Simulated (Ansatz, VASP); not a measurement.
One calculation of PbS, two programs

The input INCAR:

```
ALGO = Normal
EDIFF = 1E-6
ENCUT = 520
GGA = PS
ISIF = 2
ISMEAR = 0
LASPH = T
LCHARG = T
LELF = T
LREAL = F
LVHAR = T
LWAVE = F
NBANDS = 17
NELM = 100
PREC = Accurate
SIGMA = 0.02
```

File KPOINTS:

```
k-points
0
Gamma
  9 9 9
```

POSCAR

```
PbS
1.0
    2.1128518454      1.2198555816      3.7628993869
   -2.1128518454      1.2198555816      3.7628993869
    0.0000000000     -2.4397111633      3.7628993869
Pb S
1 1
Direct
    0.9902222522      0.9902222522      0.9902222522
    0.4653790778      0.4653790778      0.4653790778
```

Input for Ansatz:

```yaml
crystal:
  lattice:
    - [2.1128518454, 1.2198555816, 3.7628993869]
    - [-2.1128518454, 1.2198555816, 3.7628993869]
    - [0.0, -2.4397111633, 3.7628993869]
  atoms:
    - { symbol: Pb, position: [0.9902222522, 0.9902222522, 0.9902222522] }
    - { symbol: S, position: [0.4653790778, 0.4653790778, 0.4653790778] }
basis:
  ecutwfc: 420
kpoints:
  mp_grid: { grid: [9, 9, 9] }
hamiltonian:
  xc: pbesol
scf:
  occupations: { method: gaussian, width: 0.02 }
output:
  forces: true
  stress: true
  eigenvalues: true
```

Alike in both runs: task single point; functional PBEsol; k mesh 9 × 9 × 9; occupations gaussian, width 0.02 eV; no spin polarisation.

```csv
,VASP,Ansatz
version,VASP 6.6.1,Ansatz 0.2.0
potentials or method,"VASP PAW PBE potentials, release 64 (Pb_d, S)","scalar-relativistic, plane waves, PAW"
plane-wave cutoff (eV),520,420
valence electrons in the cell,20,20
```

```tsv
	VASP	Ansatz	Ansatz less VASP
gap on the k mesh at the Fermi level (eV)	0.84	0.84	-0.003
least direct gap on the mesh (eV)	0.95	0.95	-0.002
pressure (GPa)	-4.8	-4.8	+0.05
largest component of the traceless stress (GPa)	1.53	1.53	+0.001
rms of the force components (eV/Å)	0.100	0.101	+0.0012
```

Atom by atom the forces differ by 0.001 eV/Å (rms over components). The functional is the same, so the differences come from potentials, cutoffs and numerics.

Caveats: the PAW data sets were made with another functional, which shifts forces and pressure a little (VASP). Spin-orbit coupling is left out, which matters for the levels of Pb.
